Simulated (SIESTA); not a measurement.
AlN:

```
Al N
1.0
     3.11300    0.00000    0.00000
    -1.55650    2.69594    0.00000
     0.00000    0.00000    4.98100
Al N
2 2
Direct
  0.66667 0.33333 0.50000
  0.33333 0.66667 0.00000
  0.66667 0.33333 0.88000
  0.33333 0.66667 0.38000
```

Base run:

| Property | Result |
| --- | --- |
| Program | SIESTA 5.4.2 |
| Functional | BLYP |
| Potentials or basis | PseudoDojo 0.4 standard (PBE files) |
| Basis | DZP (energy shift 0.003 Ry) |
| Grid cutoff | 800 Ry |
| Energy shift | 0.003 Ry |
| k mesh | 10 × 10 × 6 |
| Occupations | fermi-dirac, width 0.05 eV |
| Spin | no spin polarisation |

Its results: band gap on the k mesh 4.66 eV, direct; pressure 9.7 GPa; largest force 0.123 eV/Å.

Q: The run is repeated on the same cell with these changes: functional from BLYP to PBE. What comes out?

A: Band gap on the k mesh 4.34 eV, direct; pressure 5.1 GPa; largest force 0.134 eV/Å.

PBE binds more tightly than BLYP, so the same cell stands under less pressure.

Caveats: the basis of atomic orbitals isn't converged, which shifts pressures, moduli and gaps; the potentials were made for another functional, which shifts forces and pressure (some runs).

Not every run made on this cell is shown here.
